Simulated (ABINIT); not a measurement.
# TiB2 (P6/mmm) in ABINIT: further runs, part 2 of 2

ABINIT 10.8.3 (patched build). Earlier steps stand in the parts before.

## (4) Relaxation of cell and atoms, LDA

run.abi

```
# Pseudopotentials
pp_dirpath "./"
pseudos "Ti.hgh, B.hgh"

# Structure
acell 3.0292 3.0292 3.2284 Angstrom
rprim
     1.0000000000     0.0000000000     0.0000000000
    -0.5000000000     0.8660254038     0.0000000000
     0.0000000000     0.0000000000     1.0000000000
ntypat 2
znucl 22 5
natom 3
typat 1 2 2
chkprim 0
chksymtnons 0
tolsym 1.0e-6
xred
            0.0            0.0            0.0
            2/3            1/3            1/2
            1/3            2/3            1/2

# Plane-wave basis
ecut 1131.993668 eV
ecutsm 0.5

# k points
kptopt 1
ngkpt 8 8 6
nshiftk 1
shiftk 0.0 0.0 0.0

# Exchange and correlation
ixc 7

# Bands and occupations
nband 9
occopt 3
tsmear 0.00183747

# SCF cycle
nstep 80
tolvrs 1.0e-12

# Output
iomode 3
prteig 0
prtebands 0
prtwf 0
prtden 0

# Relaxation
ionmov 2
optcell 2
ntime 50
tolmxf 2.0e-5
dilatmx 1.08
```

Potentials or basis: HGH LDA.

Started as:

```sh
$ abinit run.abi > log 2>&1
```

run.abo:

```text
.Version 10.8.3 of ABINIT
 Symmetries : space group P6/m m m (#191); Bravais hP (primitive hexag.)
================================================================================
 Values of the parameters that define the memory need of the present run
     intxc =       0    ionmov =       2      iscf =       7    lmnmax =       6
     lnmax =       6     mgfft =      40  mpssoang =       3    mqgrid =    3001
     natom =       3  nloc_mem =       1    nspden =       1   nspinor =       1
    nsppol =       1      nsym =      24    n1xccc =       0    ntypat =       2
    occopt =       3   xclevel =       1
       mpw =        2821          nfft =       51840          nkpt =          40
================================================================================
================================================================================

--------------------------------------------------------------------------------
------------- Echo of variables that govern the present computation ------------
--------------------------------------------------------------------------------
 -outvars: echo values of preprocessed input variables --------
            acell      5.7243583806E+00  5.7243583806E+00  6.1007918249E+00 Bohr
              amu      4.78800000E+01  1.08110000E+01
          chkprim           0
      chksymtnons           0
          dilatmx      1.08000000E+00
             ecut      4.16000000E+01 Hartree
           ecutsm      5.00000000E-01 Hartree
           ionmov           2
              ixc           7
         kptrlatt        8    0    0      0    8    0      0    0    6
          kptrlen      3.66047509E+01
            natom           3
            nband           9
            ngfft          36      36      40
             nkpt          40
            nstep          80
             nsym          24
            ntime          50
           ntypat           2
           occopt           3
          optcell           2
           prtden           0
        prtebands           0
           prteig           0
            prtwf           0
            rprim      1.0000000000E+00  0.0000000000E+00  0.0000000000E+00
                      -5.0000000000E-01  8.6602540380E-01  0.0000000000E+00
                       0.0000000000E+00  0.0000000000E+00  1.0000000000E+00
[... 717 lines left out ...]
    1     -0.00000000000000    -0.00000000000000    -0.00000000000000
    2     -0.00000000000000    -0.00000000000000    -0.00000000000000
    3      0.00000000000000     0.00000000000000    -0.00000000000000
 frms,max,avg= 4.5094232E-29 8.2843393E-29   0.000E+00  0.000E+00  0.000E+00 h/b

 cartesian forces (eV/Angstrom) at end:
    1     -0.00000000000000    -0.00000000000000    -0.00000000000000
    2     -0.00000000000000    -0.00000000000000    -0.00000000000000
    3      0.00000000000000     0.00000000000000    -0.00000000000000
 frms,max,avg= 2.3188386E-27 4.2599786E-27   0.000E+00  0.000E+00  0.000E+00 e/A
 length scales=  5.629656328836  5.629656328912  5.904948077702 bohr
              =  2.979085832415  2.979085832455  3.124763952166 angstroms
 Fermi (or HOMO) energy (hartree) =   0.37424   Average Vxc (hartree)=  -0.43725
 Eigenvalues (hartree) for nkpt=  40  k points:
 kpt#   1, nband=  9, wtk=  0.00260, kpt=  0.0000  0.0000  0.0000 (reduced coord)
  -0.13374    0.27039    0.27039    0.29385    0.29501    0.44838    0.44838    0.52509
   0.52509
      occupation numbers for kpt#   1
   2.00000    2.00000    2.00000    2.00000    2.00000    0.00000    0.00000    0.00000
   0.00000
 prteigrs : prtvol=0 or 1, do not print more k-points.

--- !EnergyTerms
iteration_state     : {dtset: 1, itime: 6, icycle: 1, }
comment             : Components of total free energy in Hartree
kinetic             :  1.03700697509364E+01
hartree             :  3.61920916294837E-01
xc                  : -3.54695692949150E+00
Ewald energy        : -1.25575306034968E+01
psp_core            :  7.39130902422565E-01
local_psp           : -2.06275815087899E+00
non_local_psp       : -2.68833042432426E+00
internal            : -9.38445453853777E+00
'-kT*entropy'       : -3.53449307866878E-05
total_energy        : -9.38448988346855E+00
total_energy_eV     : -2.55364978940564E+02
band_energy         :  1.71062320511200E+00
...

 Cartesian components of stress tensor (hartree/bohr^3)
  sigma(1 1)=  2.46789271E-09  sigma(3 2)=  0.00000000E+00
  sigma(2 2)=  2.46772882E-09  sigma(3 1)=  0.00000000E+00
  sigma(3 3)= -1.18039230E-09  sigma(2 1)=  0.00000000E+00

-Cartesian components of stress tensor (GPa)         [Pressure= -3.6828E-05 GPa]
- sigma(1 1)=  7.26079103E-05  sigma(3 2)=  0.00000000E+00
- sigma(2 2)=  7.26030885E-05  sigma(3 1)=  0.00000000E+00
- sigma(3 3)= -3.47283405E-05  sigma(2 1)=  0.00000000E+00

== END DATASET(S) ==============================================================
================================================================================

 -outvars: echo values of variables after computation  --------
            acell      5.6296563288E+00  5.6296563289E+00  5.9049480777E+00 Bohr
           etotal     -9.3844898835E+00
            fcart     -0.0000000000E+00 -0.0000000000E+00 -0.0000000000E+00
                      -4.7829655415E-29 -8.2843393287E-29 -0.0000000000E+00
                       4.7829655415E-29  8.2843393287E-29 -0.0000000000E+00
            rprim      1.0000000000E+00  0.0000000000E+00  0.0000000000E+00
                      -4.9999999999E-01  8.6602540379E-01  0.0000000000E+00
                       0.0000000000E+00  0.0000000000E+00  1.0000000000E+00
           strten      2.4678927105E-09  2.4677288208E-09 -1.1803923030E-09
                       0.0000000000E+00  0.0000000000E+00  0.0000000000E+00
           xangst      4.5919107644E-30  2.6511409159E-30  0.0000000000E+00
                       1.4895429162E+00  8.5998800366E-01  1.5623819761E+00
                      -5.5124161391E-17  1.7199760073E+00  1.5623819761E+00
             xred      2.0551766650E-30  1.0275883325E-30  0.0000000000E+00
                       6.6666666667E-01  3.3333333333E-01  5.0000000000E-01
                       3.3333333333E-01  6.6666666667E-01  5.0000000000E-01
 Calculation completed.
```

Wall time 1.8 min (1 thread of Arm Neoverse V1, shared host); peak memory 0.08 GiB.

Results:

| Property | Result |
| --- | --- |
| Free energy | -255.3650 eV |
| Relaxed volume | 8.01 Å³/atom |
| Relaxed cell | a = 2.979 Å, b = 2.979 Å, c = 3.125 Å, α = 90.00°, β = 90.00°, γ = 120.00° |
| Space group after relaxing (to 0.05 Å) | P6/mmm (No. 191) |
| Energy gained by relaxing | 28.1 meV/atom |
| Ionic steps | 6 |
| Pressure after relaxing | 0.0 GPa |
| Band gap on the k mesh | none (metal or under the smearing width) |

Step by step:
| step | energy change (eV) | largest force (eV/Å) | pressure (GPa) | volume (Å³) |
| --- | --- | --- | --- | --- |
| 1 | 0.0000 | 0.0000 | -15.14 | 25.66 |
| 2 | -0.0743 | 0.0000 | -4.50 | 24.49 |
| 3 | -0.0832 | 0.0000 | 0.48 | 24.00 |
| 4 | -0.0839 | 0.0000 | 0.34 | 24.00 |
| 5 | -0.0842 | 0.0000 | 0.01 | 24.02 |
| 6 | -0.0842 | 0.0000 | 0.00 | 24.02 |

Final structure:
```
CELL_PARAMETERS angstrom
2.97909 0.00000 0.00000
-1.48954 2.57996 0.00000
0.00000 0.00000 3.12476
ATOMIC_POSITIONS crystal
Ti 0.00000 0.00000 0.00000
B 0.66667 0.33333 0.50000
B 0.33333 0.66667 0.50000
```

Caveat: HGH potentials are hard and often keep d shells in the core, so these values are rough. LDA usually gives volumes a few per cent too small.

## (5) Single point, LDA (cell relaxed)

run.abi

```
pp_dirpath "./"
pseudos "Ti.hgh, B.hgh"

acell 3*1.0 Angstrom
rprim
     2.9790858300     0.0000000000     0.0000000000
    -1.4895429200     2.5799640100     0.0000000000
     0.0000000000     0.0000000000     3.1247639500
ntypat 2
znucl 22 5
natom 3
typat 1 2 2
xred
     0.0000000000     0.0000000000     0.0000000000
     0.6666666700     0.3333333300     0.5000000000
     0.3333333300     0.6666666700     0.5000000000
chkprim 0
chksymtnons 0
tolsym 1.0e-6

ecut 41.6

kptopt 1
ngkpt 8 8 6
nshiftk 1
shiftk 0.0 0.0 0.0

ixc 7

nband 9
occopt 3
tsmear 0.05 eV

nstep 100
tolvrs 1.0e-10

iomode 3
prtwf 0
prtden 0
prteig 0
prtebands 0
enunit 1
```

Started as:

```sh
$ abinit run.abi > log 2>&1
```

Wall time 19 s (1 thread of Arm Neoverse V1, shared host); peak memory 0.07 GiB.

Results (log left out):

```yaml
Free_energy: -255.3654 eV
Pressure: -0.4 GPa
Band_gap_on_the_k_mesh: none (metal or under the smearing width)
Valence_electrons_inside_the_program's_atomic_spheres: Ti 1.94; B 2.91
```

Levels at points of the mesh, in eV from the Fermi level:
| k point | band 3 | band 4 | band 5 | band 6 | band 7 | band 8 |
| --- | --- | --- | --- | --- | --- | --- |
| (0.00, 0.00, 0.00) | -2.83 | -2.19 | -2.16 | 2.02 | 2.02 | 4.10 |
| (0.50, 0.00, 0.00) | -3.40 | -3.27 | -2.39 | 1.42 | 2.95 | 3.58 |
| (0.00, 0.00, 0.50) | -0.52 | -0.52 | -0.35 | -0.35 | 0.44 | 0.44 |
| (0.50, 0.00, 0.50) | -4.90 | -4.00 | -3.34 | 2.90 | 3.19 | 5.16 |

Caveat: HGH potentials are hard and often keep d shells in the core, so these values are rough.
